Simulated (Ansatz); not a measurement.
# O on a Hf site in HfO2

What does an O on a Hf site cost in HfO2, and how do its neighbours move? It is set in a cell of 48 host atoms, in the charges +2, +1, 0.

Method: DFT PBEsol, scalar-relativistic, plane waves, PAW, in Ansatz 0.2.0.

1 further run of the same task is left out (set aside as unsound or not needed).

### Step 1. The system as given

The structure is tetragonal, space group P4_2/mnm (No. 136). The conventional cell has a = 4.830 Å, b = 4.830 Å, c = 3.210 Å, α = 90.00°, β = 90.00°, γ = 90.00°. Around Hf (site symmetry mmm) lie 6 O at 2.08 to 2.09 Å. Around O (site symmetry m2m) lie 3 Hf at 2.08 to 2.09 Å.

Coordinates:

```
CELL_PARAMETERS angstrom
4.83012 0.00000 0.00000
0.00000 4.83012 0.00000
0.00000 0.00000 3.20972
ATOMIC_POSITIONS crystal
Hf 0.00000 0.00000 0.00000
Hf 0.50000 0.50000 0.50000
O 0.19497 0.80503 0.50000
O 0.30503 0.30503 0.00000
O 0.69497 0.69497 0.00000
O 0.80503 0.19497 0.50000
```

It goes back to an entry of the Materials Project, which need not be the stable form.

It is the result of an earlier relaxation at this level (volume 12.48 Å³/atom; gap on the mesh: 3.89 eV).

The host's static dielectric tensor, from an earlier linear-response run, has a mean of 28.62.

The perfect supercell (rows -1 1 2; 1 1 -2; -1 -1 -2 in vectors of this cell) comes from an earlier run at this level (48 atoms, E(σ→0) -267601.8445 eV, gap 4.32 eV on its own mesh).

### Step 2. The defect cell

The atom at (0.000, 0.250, 0.250) of the supercell is replaced. The other atoms start on their ideal sites. Its neighbours are 6 O at 2.08 Å.

### Step 3. Relaxing the defect, charge 0

input.yaml reads:

```yaml
crystal:
  lattice:
    - [-4.8301248092, 4.8301248092, 6.4194329052]
    - [4.8301248092, 4.8301248092, -6.4194329052]
    - [-4.8301248092, -4.8301248092, -6.4194329052]
  atoms:
    - { symbol: O, position: [0.0, 0.25, 0.25] }
    - { symbol: Hf, position: [0.0, 0.0, 0.0] }
    - { symbol: Hf, position: [0.5, 0.75, 0.25] }
    - { symbol: Hf, position: [0.5, 0.5, 0.0] }
    - { symbol: Hf, position: [0.5, 0.25, 0.75] }
    - { symbol: Hf, position: [0.5, 0.0, 0.5] }
    - { symbol: Hf, position: [0.0, 0.75, 0.75] }
    - { symbol: Hf, position: [0.0, 0.5, 0.5] }
    - { symbol: Hf, position: [0.5, 0.375, 0.375] }
    - { symbol: Hf, position: [0.5, 0.125, 0.125] }
    - { symbol: Hf, position: [0.0, 0.875, 0.375] }
    - { symbol: Hf, position: [0.0, 0.625, 0.125] }
    - { symbol: Hf, position: [0.0, 0.375, 0.875] }
    - { symbol: Hf, position: [0.0, 0.125, 0.625] }
    - { symbol: Hf, position: [0.5, 0.875, 0.875] }
    - { symbol: Hf, position: [0.5, 0.625, 0.625] }
    - { symbol: O, position: [0.8050300969, 0.5275150484, 0.5275150484] }
    - { symbol: O, position: [0.8050300969, 0.2775150484, 0.2775150484] }
    - { symbol: O, position: [0.3050300969, 0.0275150484, 0.5275150484] }
    - { symbol: O, position: [0.3050300969, 0.7775150484, 0.2775150484] }
    - { symbol: O, position: [0.3050300969, 0.5275150484, 0.0275150484] }
    - { symbol: O, position: [0.3050300969, 0.2775150484, 0.7775150484] }
    - { symbol: O, position: [0.8050300969, 0.0275150484, 0.0275150484] }
    - { symbol: O, position: [0.8050300969, 0.7775150484, 0.7775150484] }
    - { symbol: O, position: [0.5, 0.4025150484, 0.5974849516] }
    - { symbol: O, position: [0.5, 0.1525150484, 0.3474849516] }
    - { symbol: O, position: [0.0, 0.9025150484, 0.5974849516] }
    - { symbol: O, position: [0.0, 0.6525150484, 0.3474849516] }
    - { symbol: O, position: [0.0, 0.4025150484, 0.0974849516] }
    - { symbol: O, position: [0.0, 0.1525150484, 0.8474849516] }
    - { symbol: O, position: [0.5, 0.9025150484, 0.0974849516] }
    - { symbol: O, position: [0.5, 0.6525150484, 0.8474849516] }
    - { symbol: O, position: [0.5, 0.5974849516, 0.4025150484] }
    - { symbol: O, position: [0.5, 0.3474849516, 0.1525150484] }
    - { symbol: O, position: [0.0, 0.0974849516, 0.4025150484] }
    - { symbol: O, position: [0.0, 0.8474849516, 0.1525150484] }
    - { symbol: O, position: [0.0, 0.5974849516, 0.9025150484] }
    - { symbol: O, position: [0.0, 0.3474849516, 0.6525150484] }
    - { symbol: O, position: [0.5, 0.0974849516, 0.9025150484] }
    - { symbol: O, position: [0.5, 0.8474849516, 0.6525150484] }
    - { symbol: O, position: [0.1949699031, 0.2224849516, 0.2224849516] }
    - { symbol: O, position: [0.1949699031, 0.9724849516, 0.9724849516] }
    - { symbol: O, position: [0.6949699031, 0.7224849516, 0.2224849516] }
    - { symbol: O, position: [0.6949699031, 0.4724849516, 0.9724849516] }
    - { symbol: O, position: [0.6949699031, 0.2224849516, 0.7224849516] }
    - { symbol: O, position: [0.6949699031, 0.9724849516, 0.4724849516] }
    - { symbol: O, position: [0.1949699031, 0.7224849516, 0.7224849516] }
    - { symbol: O, position: [0.1949699031, 0.4724849516, 0.4724849516] }
  host:
    lattice:
      - [4.8301248092, 0.0, 0.0]
      - [0.0, 4.8301248092, 0.0]
      - [0.0, 0.0, 3.2097164526]
    atoms:
      - { symbol: Hf, position: [0.0, 0.0, 0.0] }
      - { symbol: Hf, position: [0.5, 0.5, 0.5] }
      - { symbol: O, position: [0.1949699031, 0.8050300969, 0.5] }
      - { symbol: O, position: [0.3050300969, 0.3050300969, 0.0] }
      - { symbol: O, position: [0.6949699031, 0.6949699031, 0.0] }
      - { symbol: O, position: [0.8050300969, 0.1949699031, 0.5] }
basis:
  ecutwfc: 420
  xc_grid: 2
kpoints:
  mp_grid: { grid: [2, 2, 2], shift: [0.5, 0.5, 0.5] }
hamiltonian:
  xc: pbesol
scf:
  occupations: { method: gaussian, width: 0.01 }
output:
  forces: true
  stress: false
  eigenvalues: true
  charged_corrections:
    defect_position: [0.0, 0.25, 0.25]
    epsilon: [[27.3137, 0.0, 0.0], [0.0, 27.3137, 0.0], [0.0, 0.0, 31.2391]]
  write_density: true
  write_potential: true
  elf: true
  volumetric_format: npy
relax:
  adjacent_minimum: "off"
  f_tol: 0.025
  max_steps: 45
```

Run with:

```console
ansatz run input.yaml --threads 4 --pin off --max-ram 10240MiB --backend cpu --events-out ev --progress --plain --runs-dir out
```

The session goes on with these runs: relaxing the defect, charge +1; charge state +2.

**Question.** What will these runs give? Wanted: formation energy, neutral; nearest atoms after relaxation, one image of each, neutral.

The runs gave:

| quantity | value |
| --- | --- |
| formation energy, neutral | 18.52 eV |
| nearest atoms after relaxation, one image of each, neutral | 2 O at 2.02 Å, 4 O at 2.05 Å |
| level (+2/+1) above the valence top | -0.40 eV (outside the gap) |
| level (+1/0) above the valence top | -0.13 eV (outside the gap) |

**Reading.** The neutral defect costs 18.52 eV against the elements. Spin polarisation was off in the neutral run, so a moment could not show there. Among the charges computed the stable one is 0 at the valence top and stays so across the gap of 3.89 eV. In charges +2 and +1 the extra carrier would gain by moving to a band edge of the host at this level and cell size; a small cell and a semilocal functional both favour that, so a real bound level isn't ruled out. Levels are placed in the host's Kohn-Sham gap, which is usually too small at this level and squeezes them. With 48 host sites the defect feels its images, so energies are good to tenths of an eV at best. A distortion of lower symmetry was not tried. Some runs ended without the moments they were started with. These runs have no spin-orbit coupling; with Hf it would split and shift bands.
